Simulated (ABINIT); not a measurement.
Runs of ABINIT 10.8.3 (patched build) on CdSe (Cadmoselite). It takes space group P6_3mc (No. 186, hexagonal). Conventional cell: a = 4.300 Å, b = 4.300 Å, c = 7.020 Å, α = 90.00°, β = 90.00°, γ = 120.00°. Cd (site symmetry 3m) has 4 Se at 2.61 to 2.70 Å as nearest neighbours. Se (site symmetry 3m) has 4 Cd at 2.61 to 2.70 Å as nearest neighbours. 

| level | gap on the mesh (eV) | pressure (GPa) | largest force (eV/Å) |
| --- | --- | --- | --- |
| PBEsol | (a) | 0.1 | 0.27 |
| RPBE | (b) | 4.9 | 0.29 |
| SCAN | 0.99 | 0.7 | 0.19 |
| WC | 0.54 | 0.1 | 0.27 |
| PW91 | 0.65 | 2.7 | 0.28 |
| r2SCAN | 1.17 | 1.4 | 0.28 |
| BLYP | 0.62 | 5.9 | 0.31 |
| revPBE | 0.82 | 4.4 | 0.29 |

Alike in all rows: task single point; potentials or basis JTH PAW PBE v2.0; no spin polarisation; cell as given; k mesh 7 × 7 × 4; cutoff (eV) 707; smearing fermi-dirac 0.05 eV.

**Question.** Estimate the missing entries.

**Answer.** (a) 0.57; (b) 0.87.

Caveats: the PAW data sets were made with another functional, which shifts forces and pressure a little.

A k mesh can miss the band edges, and the runs leave out spin-orbit coupling on Cd, Se.

Runs at the PBE level aren't shown here.
